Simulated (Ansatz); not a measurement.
MgS:

```
S Mg
1.0
     4.03462    0.00000    0.00000
    -2.01731    3.49409    0.00000
     0.00000    0.00000    6.43229
S Mg
2 2
Direct
  0.66667 0.33333 0.87924
  0.33333 0.66667 0.37924
  0.33333 0.66667 0.99575
  0.66667 0.33333 0.49575
```

The cell comes from a database or a generator and needn't be the stable form of this composition.

Base run:

| Quantity | Value |
| --- | --- |
| Program | Ansatz 0.2.0 |
| Functional | PBE0 |
| Potentials or basis | Ansatz PAW |
| Cutoff | 420 eV (not typed: the program's choice for these potentials) |
| k mesh | 6 × 6 × 4 |
| Occupations | fermi-dirac, width 0.05 eV |
| Spin | no spin polarisation |

Its results: band gap on the k mesh 5.18 eV, direct; pressure 0.0 GPa; largest force 0.051 eV/Å.

Question: The run is repeated on the same cell with these changes: functional from PBE0 to HSE06. What comes out?

Answer: Band gap on the k mesh 4.50 eV, direct; pressure 0.0 GPa; largest force 0.052 eV/Å.

Caveats: the PAW data sets come from PBE, with cores solved anew for the run's functional, which leaves a small shift of forces and pressure; the thresholds are loose for stress.
